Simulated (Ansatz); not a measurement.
The calculation used DFT PBE, scalar-relativistic, plane waves, PAW (Ansatz 0.2.0). All cells share a 420 eV cutoff and Γ-centred k meshes spaced at most about 0.3 Å⁻¹ (about 0.25 or finer for metals, 2π included). No spin polarisation in the final relaxations.

Temperature and zero-point effects are left out. All come from trial cells, and lower structures may exist.

Task: Which of these relaxed structures of S is the lowest in energy?
A.

```xyz
1
Lattice="2.3417 0.0000 0.0000 0.0000 2.3925 0.0000 0.0000 0.0000 4.4801" Properties=species:S:1:pos:R:3 pbc="T T T"
S     1.1708    0.0000    0.0000
```

B.

```xyz
3
Lattice="-2.5064 2.5064 2.2812 2.5064 -2.5064 2.2812 2.5064 2.5064 -2.2812" Properties=species:S:1:pos:R:3 pbc="T T T"
S     0.0000    2.5064    1.1406
S     2.5064    0.0000    1.1406
S     0.0000    0.0000    2.2812
```

C.

```xyz
4
Lattice="5.4355 0.0000 0.0000 0.0000 5.4355 0.0000 0.0000 0.0000 4.8102" Properties=species:S:1:pos:R:3 pbc="T T T"
S     1.7168    2.7178    2.4051
S     3.7187    2.7178    2.4051
S     2.7178    1.7168    0.0000
S     2.7178    3.7187    0.0000
```

Result: A. It has space group Pmmm (No. 47); the next, C, with space group P4_2/mmc (No. 131), lies 0.30 eV/atom higher. Counting all near atoms (those within 1.25 times the shortest such distance or 1.15 times the sum of covalent radii, 1.27 where that leaves under three), the lowest has S 4 and the next has S 1.

No dispersion correction is applied, so the spacing and binding between layers, chains or molecules are poorly described (Pmmm, P4_2/mmc, I4/mmm), and this can change margins and order among such cells. A magnetic state wasn't ruled out in cells without spin, among them P4_2/mmc, I4/mmm. Cells relaxed within their symmetry can be saddle points. The part of the Crystallography Open Database at hand lists S in space groups No. 13, 14, 15, 19, 58 and others; no cell shown has one of them. Some structure types and database cells were kept out of the candidates from the start, so a known form may be missing.
